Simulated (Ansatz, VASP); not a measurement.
# SiC (Moissanite) in two plane-wave programs

One calculation is typed for both programs; each brings its own data sets and cutoff. How far apart do they land? The cell is taken from a series of VASP runs on this material, whose earlier steps may have relaxed, scaled or displaced it; both programs get it as it stands.

Method: plane waves, with VASP 6.6.1 beside it; relaxation of cell and atoms at LDA, in Ansatz 0.2.0.

**1. The starting structure**

The structure is hexagonal, space group P6_3mc (No. 186). Conventional cell: a = 3.076 Å, b = 3.076 Å, c = 5.048 Å, α = 90.00°, β = 90.00°, γ = 120.00°. Nearest to Si lie 4 C at 1.87 to 1.94 Å. C has 4 Si at 1.87 to 1.94 Å nearest. Farther neighbours are not listed.

Coordinates:

```cif
data_structure
_symmetry_space_group_name_H-M 'P6_3mc'
_symmetry_Int_Tables_number 186
_cell_length_a 3.0760
_cell_length_b 3.0760
_cell_length_c 5.0480
_cell_angle_alpha 90.000
_cell_angle_beta 90.000
_cell_angle_gamma 120.000
_cell_volume 41.36
loop_
_atom_site_label
_atom_site_type_symbol
_atom_site_symmetry_multiplicity
_atom_site_Wyckoff_symbol
_atom_site_fract_x
_atom_site_fract_y
_atom_site_fract_z
_atom_site_occupancy
Si1 Si 2 b 0.66667 0.33333 0.50000 1
C1 C 2 b 0.66667 0.33333 0.88500 1
```

**2. VASP: relaxation of cell and atoms, LDA**

The relaxed volume is the usual yardstick between codes: its relative difference is about their pressure difference at one cell divided by the bulk modulus.

Lines of VASP's logs that name or quote its potential files are left out, and so is its time.

INCAR

```
SYSTEM = SiC
PREC = Accurate
ENCUT = 520
EDIFF = 1E-06
NELM = 100
ISMEAR = 0
SIGMA = 0.03
LREAL = .FALSE.
ALGO = Normal
GGA = CA
NBANDS = 14
LORBIT = 11
LWAVE = .FALSE.
LCHARG = .FALSE.
KPAR = 8
IBRION = 2
NSW = 50
ISIF = 3
EDIFFG = -0.006
```

POSCAR

```
SiC
1.0
    3.0760000000      0.0000000000      0.0000000000
   -1.5380000000      2.6638941420      0.0000000000
    0.0000000000      0.0000000000      5.0480000000
Si C
2 2
Direct
    0.6666666667      0.3333333333      0.5000000000
    0.3333333333      0.6666666667      0.0000000000
    0.6666666667      0.3333333333      0.8850000000
    0.3333333333      0.6666666667      0.3850000000
```

KPOINTS

```
Automatic mesh
0
Gamma
8 8 4
0 0 0
```

Potentials, in the order of the species: Si and C (LDA family, release 64).

Started as:

```bash
mpirun -np 8 vasp_std
```

Numbers of over 12 decimals in the logs are rounded to 6 here.

What it wrote:

```text
[banner, memory and clock lines left out]
running    8 mpi-ranks, on    1 nodes
 distrk:  each k-point on    1 cores,    8 groups
 distr:  one band on    1 cores,    1 groups

 POSCAR found type information on POSCAR SiC
 POSCAR found :  2 types and       4 ions
|                                                                             |
|           W    W    AA    RRRRR   N    N  II  N    N   GGGG   !!!           |
|           W    W   A  A   R    R  NN   N  II  NN   N  G    G  !!!           |
|           W    W  A    A  R    R  N N  N  II  N N  N  G       !!!           |
|           W WW W  AAAAAA  RRRRR   N  N N  II  N  N N  G  GGG   !            |
|           WW  WW  A    A  R   R   N   NN  II  N   NN  G    G                |
|           W    W  A    A  R    R  N    N  II  N    N   GGGG   !!!           |
|                                                                             |
|     For optimal performance we recommend to set                             |
|       NCORE = 2 up to number-of-cores-per-socket                            |
|     NCORE specifies how many cores store one orbital (NPAR=cpu/NCORE).      |
|     This setting can greatly improve the performance of VASP for DFT.       |
|     The default, NCORE=1 might be grossly inefficient on modern             |
|     multi-core architectures or massively parallel machines. Do your        |
|     Unfortunately you need to use the default for GW and RPA                |
|     calculations (for HF NCORE is supported but not extensively tested      |
|     yet).                                                                   |
|                                                                             |

 LDA part: xc-table for (Slater(with rela. corr.)+CA(PZ))
 , standard interpolation
 POSCAR, INCAR and KPOINTS ok, starting setup
 FFT: planning ... GRIDC
 FFT: planning ... GRID_SOFT
 FFT: planning ... GRID
 WAVECAR not read
 entering main loop
       N       E                     dE             d eps       ncg     rms          rms(c)
DAV:   1     0.253170297014E+02    0.25317E+02   -0.73328E+03   840   0.103E+03
DAV:   2    -0.344804447359E+02   -0.59797E+02   -0.54721E+02  1236   0.170E+02
DAV:   3    -0.373113603758E+02   -0.28309E+01   -0.28163E+01  1128   0.346E+01
DAV:   4    -0.373385700994E+02   -0.27210E-01   -0.27204E-01   972   0.424E+00
DAV:   5    -0.373389286122E+02   -0.35851E-03   -0.35849E-03  1134   0.448E-01    0.129E+01
DAV:   6    -0.333881603273E+02    0.39508E+01   -0.93664E+00  1074   0.187E+01    0.594E+00
DAV:   7    -0.332760063527E+02    0.11215E+00   -0.11498E+00  1152   0.663E+00    0.243E+00
DAV:   8    -0.332373218764E+02    0.38684E-01   -0.64649E-02   972   0.164E+00    0.713E-01
DAV:   9    -0.332319426560E+02    0.53792E-02   -0.87760E-03  1038   0.656E-01    0.120E-01
DAV:  10    -0.332320001382E+02   -0.57482E-04   -0.55308E-04  1032   0.161E-01    0.636E-02
DAV:  11    -0.332320033476E+02   -0.32094E-05   -0.19278E-05  1068   0.357E-02    0.180E-02
DAV:  12    -0.332320022057E+02    0.11418E-05   -0.32270E-06   966   0.116E-02    0.678E-03
DAV:  13    -0.332320018869E+02    0.31879E-06   -0.11055E-06   582   0.653E-03
   1 F= -.33232002E+02 E0= -.33232002E+02  d E =-.332320E+02
[...]
2 F= -.33239321E+02 E0= -.33239321E+02  d E =-.731890E-02
[...]
3 F= -.33273023E+02 E0= -.33273023E+02  d E =-.410207E-01
[...]
4 F= -.33273026E+02 E0= -.33273026E+02  d E =-.410238E-01
[...]
5 F= -.33275589E+02 E0= -.33275589E+02  d E =-.256343E-02
[...]
6 F= -.33275660E+02 E0= -.33275660E+02  d E =-.263449E-02
[...]
7 F= -.33275665E+02 E0= -.33275665E+02  d E =-.533299E-05
 trial-energy change:   -0.000005  1 .order   -0.000006   -0.000072    0.000060
 step:   0.4830(harm=  0.4830)  dis= 0.00007  next Energy=   -33.275680 (dE=-0.197E-04)
 bond charge predicted
       N       E                     dE             d eps       ncg     rms          rms(c)
DAV:   1    -0.332756851088E+02   -0.18966E-04   -0.22152E-04   978   0.117E-01    0.184E-02
DAV:   2    -0.332756806820E+02    0.44268E-05   -0.85412E-06   984   0.209E-02    0.940E-03
DAV:   3    -0.332756796661E+02    0.10159E-05   -0.19144E-06   660   0.930E-03    0.205E-03
DAV:   4    -0.332756795909E+02    0.75211E-07   -0.15772E-07   450   0.343E-03
   8 F= -.33275680E+02 E0= -.33275680E+02  d E =-.194356E-04
 curvature:  -0.24 expect dE=-0.115E-07 dE for cont linesearch -0.113E-07
 trial: gam= 0.00000 g(F)=  0.181E-08 g(S)=  0.456E-07 ort =-0.196E-05 (trialstep = 0.805E+00)
 search vector abs. value=  0.476E-07
 reached required accuracy - stopping structural energy minimisation
```

From OUTCAR (step 2):

```text
ion  position               nearest neighbor table
   1  0.667  0.333  0.500-   4 1.87   4 1.87   4 1.87   3 1.94   2 3.09   2 3.09   2 3.09   2 3.09
                             2 3.09   2 3.09
   2  0.333  0.667  0.000-   3 1.87   3 1.87   3 1.87   4 1.94   1 3.09   1 3.09   1 3.09   1 3.09
                             1 3.09   1 3.09
   3  0.667  0.333  0.885-   2 1.87   2 1.87   2 1.87   1 1.94
   4  0.333  0.667  0.385-   1 1.87   1 1.87   1 1.87   2 1.94

  LATTYP: Found a hexagonal cell.
 ALAT       =     3.0760000000
 C/A-ratio  =     1.6410923277

 Subroutine GETGRP returns: Found 12 space group operations
 (whereof  6 operations were pure point group operations)

The static configuration has the point symmetry C_3v.
 The point group associated with its full space group is C_6v.

 Found     30 irreducible k-points:

   k-points           NKPTS =     30   k-points in BZ     NKDIM =     30   number of bands    NBANDS=     14

   dimension x,y,z NGX =    24 NGY =   24 NGZ =   40
   dimension x,y,z NGXF=    48 NGYF=   48 NGZF=   80

   ENCUT  =  520.0 eV  38.22 Ry    6.18 a.u.   5.72  5.72  9.39*2*pi/ulx,y,z

   NELECT =      16.0000    total number of electrons

 k-points in reciprocal lattice and weights: Automatic mesh
   0.00000000  0.00000000  0.00000000       0.004
   0.12500000  0.00000000  0.00000000       0.023
   0.25000000  0.00000000  0.00000000       0.023
   0.37500000 -0.00000000  0.00000000       0.023
   0.50000000  0.00000000  0.00000000       0.012
   0.12500000  0.12500000  0.00000000       0.023
   0.25000000  0.12500000  0.00000000       0.047
   0.37500000  0.12500000  0.00000000       0.047
   0.25000000  0.25000000  0.00000000       0.023
[...]
0.25000000  0.25000000  0.50000000       0.023
   0.37500000  0.25000000  0.50000000       0.023

 average (electrostatic) potential at core
       1 -81.6868       2 -81.6868       3 -48.7570       4 -48.7570

 E-fermi :   8.6136

 k-point     1 :       0.0000    0.0000    0.0000
  band No.  band energies     occupation
    ...
      4       7.0893      2.00000
      5       7.0893      2.00000
      6       8.3003      2.00000
      7       8.4137      2.00000
      8       8.4137      2.00000
      9      13.3232      0.00000
     10      14.8187      0.00000
     11      15.0702      0.00000
     12      15.0702      0.00000
     13      16.2159      0.00000
    ...

 k-point     2 :       0.1250    0.0000    0.0000
  band No.  band energies     occupation
    ...
      4       5.7020      2.00000
      5       6.6475      2.00000
      6       7.4689      2.00000
      7       8.1084      2.00000
      8       8.2572      2.00000
      9      13.6475      0.00000
     10      14.8833      0.00000
     11      15.3942      0.00000
     12      15.5933      0.00000
     13      16.1534      0.00000
    ...

 k-point     3 :       0.2500    0.0000    0.0000
  band No.  band energies     occupation
    ...
      4       3.2433      2.00000
      5       5.4810      2.00000
      6       5.8614      2.00000
      7       7.3846      2.00000
      8       7.8077      2.00000
      9      12.4226      0.00000
     10      14.2006      0.00000
     11      15.8135      0.00000
     12      16.0602      0.00000
     13      16.4942      0.00000
    ...

  Total       -0.0010372     -0.0010372     -0.0012780      0.0000000      0.0000000      0.0000000
  in kB       -0.0408791     -0.0408791     -0.0503708      0.0000000      0.0000000      0.0000000
  external PRESSURE =      -0.0440430 kB  Pullay stress =       0.0000000 kB

  energy-cutoff  :      520.00
  volume of cell :       40.65
      direct lattice vectors                 reciprocal lattice vectors
     3.058195078  0.000000000 -0.000000000     0.326990259  0.188787914  0.000000000
    -1.529097539  2.648474628  0.000000000    -0.000000000  0.377575828  0.000000000
    -0.000000000 -0.000000000  5.018769432     0.000000000  0.000000000  0.199252031

 POSITION                                       TOTAL-FORCE (eV/Angst)
 -----------------------------------------------------------------------------------
      1.52910      0.88282      2.53238        -0.000000     -0.000000      0.000097
     -0.00000      1.76565      0.02300        -0.000000     -0.000000      0.000097
      1.52910      0.88282      4.41862         0.000000      0.000000     -0.000097
     -0.00000      1.76565      1.90923         0.000000      0.000000     -0.000097
 -----------------------------------------------------------------------------------
    total drift:                               -0.000000      0.000000     -0.000138

  FREE ENERGIE OF THE ION-ELECTRON SYSTEM (eV)
  ---------------------------------------------------
  free  energy   TOTEN  =       -33.2756795909 eV

  energy  without entropy=      -33.2756795909  energy(sigma->0) =      -33.27567959

 reached required accuracy - stopping structural energy minimisation

 total charge
# of ion       s       p       d       tot
------------------------------------------
    1        0.716   0.991   0.000   1.707
    2        0.716   0.991   0.000   1.707
    3        0.830   1.729   0.000   2.559
    4        0.830   1.729   0.000   2.559
--------------------------------------------------
tot          3.092   5.441   0.000   8.532

[... 3 further parts left out ...]
```

The run keeps the 12 symmetry operations of its start, so it cannot find a distortion of lower symmetry.

(Continued in part 2 of 2.)

[Lines on the potential files, build, host, timing and source positions are cut from VASP's logs without a mark.]

[Logs are printed without paths, hosts, clocks, repeated set-up lines and the standing remarks that a program may print on its own settings, such as how far it seeks lower states.]

[Hosts, paths, dates, database ids (printed as entryN), source tags and the programs' standing remarks are cut or masked in the printed files.]
